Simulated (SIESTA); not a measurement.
The system is CdS (Greenockite).

```
Cd S
1.0
     4.15000    0.00000    0.00000
    -2.07500    3.59401    0.00000
     0.00000    0.00000    6.73700
Cd S
2 2
Direct
  0.66667 0.33333 0.50000
  0.33333 0.66667 0.00000
  0.66667 0.33333 0.87500
  0.33333 0.66667 0.37500
```

Base run:

| Item | Value |
| --- | --- |
| Program | SIESTA 5.4.2 |
| Functional | PBE |
| Potentials or basis | PseudoDojo 0.4 standard (PBE files) |
| Basis | DZP (energy shift 0.002 Ry) |
| Grid cutoff | 800 Ry |
| Energy shift | 0.002 Ry |
| k mesh | 7 × 7 × 4 |
| Occupations | fermi-dirac, width 0.05 eV |
| Spin | no spin polarisation |

Its results: band gap on the k mesh 1.42 eV, direct; pressure 2.9 GPa; largest force 0.076 eV/Å.

Question: After a change of settings the same cell gave: band gap on the k mesh 1.44 eV, direct; pressure 6.1 GPa; largest force 0.077 eV/Å. Which change was it?
A. basis from DZP (energy shift 0.002 Ry) to TZDP (energy shift 0.003 Ry; two zetas on semicore shells); energy shift from 0.002 Ry to 0.003 Ry
B. functional from PBE to WC; potentials or basis from PseudoDojo 0.4 standard (PBE files) to PseudoDojo 0.4 standard (PBEsol files)
C. functional from PBE to BLYP
D. basis from DZP (energy shift 0.002 Ry) to DZP (energy shift 0.003 Ry; two zetas on semicore shells); energy shift from 0.002 Ry to 0.003 Ry

Answer: C.

BLYP binds less tightly than PBE, so the same cell stands under more pressure.

Caveats: semicore shells carry a single zeta, which can move pressures by several GPa and volumes by a few percent; the basis of atomic orbitals isn't converged, which shifts pressures, moduli and gaps; an odd mesh through Γ misses points on the zone boundary, where band edges often lie (some runs); the potentials were made for another functional, which shifts forces and pressure (some runs).

Not every run made on this cell is shown here.
